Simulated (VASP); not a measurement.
# GaSb (F-43m) in VASP: further runs

The runs below take GaSb through single point, with LDA.

All numbers are computed with VASP 6.6.1; they aren't measurements. Logs are shortened: lines on timing, memory, paths and dates and some standing lists are left out, and cuts for length are marked.

**The experiment to reproduce.**

A printed reference work, data compilation reports, for a bulk crystal of GaSb at 4.2 K: band gap 0.811 eV (direct).

The results are compared with them further down.

### Step 1. The cell of the first run

The structure is cubic, space group F-43m (No. 216). The conventional cell has a = 6.118 Å, b = 6.118 Å, c = 6.118 Å, α = 90.00°, β = 90.00°, γ = 90.00°. Within 3.5 Å of Ga (site symmetry -43m) lie 4 Sb at 2.65 Å. Sb (site symmetry -43m) has 4 Ga at 2.65 Å within 3.5 Å.

### Step 2. Single point, LDA

File INCAR:

```
SYSTEM = GaSb
PREC = Accurate
ENCUT = 520
EDIFF = 1E-6
ISMEAR = 0
SIGMA = 0.15
LREAL = .False.
LASPH = .True.
NELM = 80
ALGO = Normal
ISIF = 2
LWAVE = .False.
LCHARG = .False.
NBANDS = 16
```

File KPOINTS:

```
Automatic mesh
0
Gamma
  14 14 14
  0 0 0
```

File POSCAR:

```
GaSb
1.0
    0.0000000000      3.0590000000      3.0590000000
    3.0590000000      0.0000000000      3.0590000000
    3.0590000000      3.0590000000      0.0000000000
Ga Sb
1 1
Direct
    0.0000000000      0.0000000000      0.0000000000
    0.7500000000      0.7500000000      0.7500000000
```

Potentials or basis: VASP PAW LDA potentials, release 64 (Ga_d, Sb).

On the command line:

```console
$ cat potpaw_LDA.64/Ga_d/POTCAR potpaw_LDA.64/Sb/POTCAR > POTCAR
$ mpirun -np 1 vasp_std > vasp.out
```

OUTCAR:

```text
SYSTEM = GaSb
   PREC = Accurate
   ENCUT = 520
   EDIFF = 1E-6
   ISMEAR = 0
   LREAL = .False.
   LASPH = .True.
   NELM = 80
   ISIF = 2

 ion  position               nearest neighbor table
   1  0.000  0.000  0.000-   2 2.65   2 2.65   2 2.65   2 2.65
   2  0.750  0.750  0.750-   1 2.65   1 2.65   1 2.65   1 2.65

  LATTYP: Found a face centered cubic cell.
 ALAT       =     6.1180000000

  Lattice vectors:

 A1 = (   0.0000000000,   3.0590000000,   3.0590000000)
 A2 = (   3.0590000000,   0.0000000000,   3.0590000000)
 A3 = (   3.0590000000,   3.0590000000,   0.0000000000)

Analysis of symmetry for initial positions (statically):
=====================================================================
 Subroutine PRICEL returns:
 Original cell was already a primitive cell.

 Routine SETGRP: Setting up the symmetry group for a
 face centered cubic supercell.

 Subroutine GETGRP returns: Found 24 space group operations
 (whereof 24 operations were pure point group operations)
 out of a pool of 48 trial point group operations.

The static configuration has the point symmetry T_d .

Analysis of symmetry for dynamics (positions and initial velocities):
=====================================================================
 Subroutine PRICEL returns:
 Original cell was already a primitive cell.

 Routine SETGRP: Setting up the symmetry group for a
 face centered cubic supercell.

 Subroutine GETGRP returns: Found 24 space group operations
 (whereof 24 operations were pure point group operations)
 out of a pool of 48 trial point group operations.

The dynamic configuration has the point symmetry T_d .

 Subroutine INISYM returns: Found 24 space group operations
 (whereof 24 operations are pure point group operations),
 and found     1 'primitive' translations

----------------------------------------------------------------------------------------

                                     Primitive cell

  volume of cell :      57.2491

  direct lattice vectors                    reciprocal lattice vectors
     0.000000000  3.059000000  3.059000000    -0.163452109  0.163452109  0.163452109
     3.059000000  0.000000000  3.059000000     0.163452109 -0.163452109  0.163452109
     3.059000000  3.059000000  0.000000000     0.163452109  0.163452109 -0.163452109

  length of vectors
     4.326079287  4.326079287  4.326079287     0.283107357  0.283107357  0.283107357

  position of ions in fractional coordinates (direct lattice)
     0.000000000  0.000000000  0.000000000
     0.750000000  0.750000000  0.750000000

  ion indices of the primitive-cell ions
[... 76 lines left out ...]
   LREAL  =      F    real-space projection
   EDIFFG = 0.1E-04   stopping-criterion for IOM
   NSW    =      0    number of steps for IOM
   IBRION =     -1    ionic relax: 0-MD 1-quasi-New 2-CG
   NFREE  =      0    steps in history (QN), initial steepest desc. (CG)
   ISIF   =      2    stress and relaxation
   ISYM   =      2    0-nonsym 1-usesym 2-fastsym
   POTIM  = 0.5000    time-step for ionic-motion
   TEBEG  =    0.0;   TEEND  =   0.0 temperature during run
   PSTRESS=    0.0 pullay stress
   NELECT =      18.0000    total number of electrons
   NUPDOWN=      -1.0000    fix difference up-down
   EMIN   =  10.00;   EMAX   =-10.00  energy-range for DOS
   EFERMI =   0.00;   METHOD = LEGACY
   ISMEAR =     0;   SIGMA  =   0.15  broadening in eV -4-tet -1-fermi 0-gaus
   EFERMI_NEDOS =   21; number of points for ismear=-14 and -15
   IALGO  =     38    algorithm
   IMIX   =      4    mixing-type and parameters
     AMIX     =   0.40;   BMIX     =  1.00
     AMIX_MAG =   1.60;   BMIX_MAG =  1.00
  volume/ion in A,a.u.               =      28.62       193.17
  Fermi-wavevector in a.u.,A,eV,Ry     =   1.113208  2.103657 16.860766  1.239231
  Thomas-Fermi vector in A             =   2.249790
   LORBIT       =      0    0 simple, 1 ext, 2 COOP (PROOUT), +10 PAW based schemes
   GGA     = CA    functional components
   LHFCALC =     F    Hartree Fock is set to
   AEXX    =    0.0000 exact exchange contribution
   IVDW    =     0    specifies the selected vdW correction
   LEPSILON=     F    determine dielectric tensor
   LRPA    =     F    only Hartree local field effects (RPA)
 non-spin polarized calculation
 Gauss-broadening in eV      SIGMA  =   0.15
  energy-cutoff  :      520.00
  volume of cell :       57.25
 maximum number of plane-waves:      1572
   NGX = 17   NGY = 17   NGZ = 17

 number of electron      17.9999986 magnetization

 Free energy of the ion-electron system (eV)
  ---------------------------------------------------
  ext. energy  EPLUGINS =         0.00000000
  ---------------------------------------------------
  free energy    TOTEN  =        -8.66595683 eV

  energy without entropy =       -8.66570083  energy(sigma->0) =       -8.66582883

 E-fermi :   4.7858     XC(G=0):  -9.3979

 val. band max:        4.6768810336   @ k =   0.0000   0.0000   0.0000
 cond. band min:       4.9749234712   @ k =   0.5000   0.0000   0.0000
 fundamental gap:      0.2980424377
 Fermi energy:         4.7858317268

 k-point     1 :       0.0000    0.0000    0.0000
  band No.  band energies     occupation
      1     -10.4653      2.00000
      2     -10.4653      2.00000
      3     -10.4653      2.00000
      4     -10.4160      2.00000
      5     -10.4160      2.00000
      6      -6.8399      2.00000
[... 433 lines left out ...]
      3     -10.4560      2.00000
      4     -10.4192      2.00000
      5     -10.4148      2.00000
      6      -6.0995      2.00000
[... 8 lines left out ...]
     15      12.8914      0.00000
     16      13.4046      0.00000

 [... further k-points ...]

------------------------ aborting loop because EDIFF is reached ----------------------------------------

  FORCE on cell =-STRESS in cart. coord.  units (eV):
  Direction    XX          YY          ZZ          XY          YZ          ZX
  --------------------------------------------------------------------------------------
  -------------------------------------------------------------------------------------
  Total       -0.5639828     -0.5639828     -0.5639828      0.0000000      0.0000000     -0.0000000
  in kB      -15.7836712    -15.7836712    -15.7836712      0.0000000      0.0000000     -0.0000000
  external PRESSURE =     -15.7836712 kB  Pullay stress =       0.0000000 kB

 VOLUME and BASIS-vectors are now :
 -----------------------------------------------------------------------------
  energy-cutoff  :      520.00
  volume of cell :       57.25
      direct lattice vectors                 reciprocal lattice vectors
     0.000000000  3.059000000  3.059000000    -0.163452109  0.163452109  0.163452109
     3.059000000  0.000000000  3.059000000     0.163452109 -0.163452109  0.163452109
     3.059000000  3.059000000  0.000000000     0.163452109  0.163452109 -0.163452109

 POSITION                                       TOTAL-FORCE (eV/Angst)
 -----------------------------------------------------------------------------------
      0.00000      0.00000      0.00000        -0.000000      0.000000      0.000000
      4.58850      4.58850      4.58850         0.000000     -0.000000     -0.000000
 -----------------------------------------------------------------------------------
    total drift:                               -0.000000     -0.000000     -0.000000

  FREE ENERGIE OF THE ION-ELECTRON SYSTEM (eV)
  ---------------------------------------------------
  free  energy   TOTEN  =        -8.6659568309 eV

  energy  without entropy=       -8.6657008298  energy(sigma->0) =       -8.66582883
```

Run time: 2.2 min. Hardware: 1 thread of AMD EPYC 7R13, shared host; peak memory 0.2 GiB.

Results:

```yaml
Free_energy: -8.6660 eV
Pressure: -1.6 GPa
Band_gap_on_the_k_mesh: zero (filled and empty bands touch)
```

Caveat: spin-orbit coupling is left out, which moves the levels of the heavy elements.

### Step 3. Single point, LDA

File INCAR:

```
ALGO = Normal
EDIFF = 1E-7
ENCUT = 520
ISIF = 2
ISMEAR = 0
LASPH = True
LCHARG = False
LREAL = False
LWAVE = False
NBANDS = 16
NELM = 80
PREC = Accurate
SIGMA = 0.15
```

File KPOINTS:

```
k-points
0
Gamma
  16 16 16
```

POSCAR is that of step 2.

Potentials or basis: VASP PAW LDA potentials, release 64 (Ga_d, Sb).

On the command line:

```console
$ cat potpaw_LDA.64/Ga_d/POTCAR potpaw_LDA.64/Sb/POTCAR > POTCAR
$ mpirun -np 1 vasp_std > vasp.out
```

OUTCAR:

```text
EDIFF = 1E-7
   ENCUT = 520
   ISIF = 2
   ISMEAR = 0
   LASPH = True
   LREAL = False
   NELM = 80
   PREC = Accurate

 ion  position               nearest neighbor table
   1  0.000  0.000  0.000-   2 2.65   2 2.65   2 2.65   2 2.65
   2  0.750  0.750  0.750-   1 2.65   1 2.65   1 2.65   1 2.65

  LATTYP: Found a face centered cubic cell.
 ALAT       =     6.1180000000

  Lattice vectors:

 A1 = (   0.0000000000,   3.0590000000,   3.0590000000)
 A2 = (   3.0590000000,   0.0000000000,   3.0590000000)
 A3 = (   3.0590000000,   3.0590000000,   0.0000000000)

Analysis of symmetry for initial positions (statically):
=====================================================================
 Subroutine PRICEL returns:
 Original cell was already a primitive cell.

 Routine SETGRP: Setting up the symmetry group for a
 face centered cubic supercell.

 Subroutine GETGRP returns: Found 24 space group operations
 (whereof 24 operations were pure point group operations)
 out of a pool of 48 trial point group operations.

The static configuration has the point symmetry T_d .

Analysis of symmetry for dynamics (positions and initial velocities):
[... 160 lines left out ...]

 val. band max:        4.6767884829   @ k =   0.0000   0.0000   0.0000
 cond. band min:       4.9748775356   @ k =   0.5000   0.0000   0.0000
 fundamental gap:      0.2980890527
 Fermi energy:         4.7975109914

 k-point     1 :       0.0000    0.0000    0.0000
  band No.  band energies     occupation
      1     -10.4653      2.00000
      2     -10.4653      2.00000
      3     -10.4653      2.00000
      4     -10.4160      2.00000
      5     -10.4160      2.00000
      6      -6.8400      2.00000
[... 433 lines left out ...]
      3     -10.4636      2.00000
      4     -10.4164      2.00000
      5     -10.4159      2.00000
      6      -6.7331      2.00000
[... 8 lines left out ...]
     15      12.3305      0.00000
     16      12.7225      0.00000

 [... further k-points ...]

------------------------ aborting loop because EDIFF is reached ----------------------------------------

  FORCE on cell =-STRESS in cart. coord.  units (eV):
  Direction    XX          YY          ZZ          XY          YZ          ZX
  --------------------------------------------------------------------------------------
  -------------------------------------------------------------------------------------
  Total       -0.5639549     -0.5639549     -0.5639549      0.0000000      0.0000000      0.0000000
  in kB      -15.7828911    -15.7828911    -15.7828911      0.0000000      0.0000000      0.0000000
  external PRESSURE =     -15.7828911 kB  Pullay stress =       0.0000000 kB

 VOLUME and BASIS-vectors are now :
 -----------------------------------------------------------------------------
  energy-cutoff  :      520.00
  volume of cell :       57.25
      direct lattice vectors                 reciprocal lattice vectors
     0.000000000  3.059000000  3.059000000    -0.163452109  0.163452109  0.163452109
     3.059000000  0.000000000  3.059000000     0.163452109 -0.163452109  0.163452109
     3.059000000  3.059000000  0.000000000     0.163452109  0.163452109 -0.163452109

 POSITION                                       TOTAL-FORCE (eV/Angst)
 -----------------------------------------------------------------------------------
      0.00000      0.00000      0.00000         0.000000      0.000000      0.000000
      4.58850      4.58850      4.58850        -0.000000     -0.000000     -0.000000
 -----------------------------------------------------------------------------------
    total drift:                               -0.000000     -0.000000     -0.000000

  FREE ENERGIE OF THE ION-ELECTRON SYSTEM (eV)
  ---------------------------------------------------
  free  energy   TOTEN  =        -8.6661317150 eV

  energy  without entropy=       -8.6659268105  energy(sigma->0) =       -8.66602926
```

OSZICAR:

```text
N       E                     dE             d eps       ncg     rms          rms(c)
DAV:   1     0.827280635691E+02    0.82728E+02   -0.86215E+03  4712   0.139E+03
DAV:   2    -0.205786160037E+01   -0.84786E+02   -0.81605E+02  5504   0.298E+02
DAV:   3    -0.866438975359E+01   -0.66065E+01   -0.65894E+01  5664   0.665E+01
DAV:   4    -0.878279431984E+01   -0.11840E+00   -0.11839E+00  5720   0.997E+00
DAV:   5    -0.878560725792E+01   -0.28129E-02   -0.28129E-02  6008   0.137E+00    0.328E+00
DAV:   6    -0.870056974691E+01    0.85038E-01   -0.70599E-02  6856   0.410E+00    0.189E+00
DAV:   7    -0.866638010008E+01    0.34190E-01   -0.46628E-02  5536   0.165E+00    0.291E-01
DAV:   8    -0.866605290400E+01    0.32720E-03   -0.44666E-03  5600   0.770E-01    0.944E-02
DAV:   9    -0.866613741251E+01   -0.84509E-04   -0.33662E-04  5920   0.157E-01    0.397E-02
DAV:  10    -0.866612971735E+01    0.76952E-05   -0.16393E-05  6096   0.349E-02    0.136E-02
DAV:  11    -0.866613173748E+01   -0.20201E-05   -0.43672E-06  5488   0.185E-02    0.538E-03
DAV:  12    -0.866613171500E+01    0.22482E-07   -0.22365E-07  5840   0.331E-03
   1 F= -.86661317E+01 E0= -.86660293E+01  d E =-.204904E-03
```

Wall time 3.2 min (1 thread of AMD EPYC 7R13, shared host); peak memory 0.23 GiB.

Results:

```yaml
Free_energy: -8.6661 eV
Pressure: -1.6 GPa
Band_gap_on_the_k_mesh: zero (filled and empty bands touch)
```

Caveat: spin-orbit coupling is left out, which moves the levels of the heavy elements.

### Step 4. Against experiment

Step 2. Against the measured gap of GaSb, 0.811 eV (direct; 4.2 K; a printed reference work, data compilation), the calculated 0.00 eV is off by -0.81 eV. Spin-orbit coupling on Ga, Sb is left out. The value is that of LDA on a finite k mesh, which can miss the band edges, without temperature or zero-point motion. Semilocal functionals fall short of measured gaps as a rule.

Step 3. Measured gap of GaSb: 0.811 eV (direct; 4.2 K; a printed reference work, data compilation). This calculation gives 0.00 eV (-0.81 eV). Spin-orbit coupling on Ga, Sb is left out. The value is that of LDA on a finite k mesh, which can miss the band edges, without temperature or zero-point motion. Semilocal functionals fall short of measured gaps as a rule.
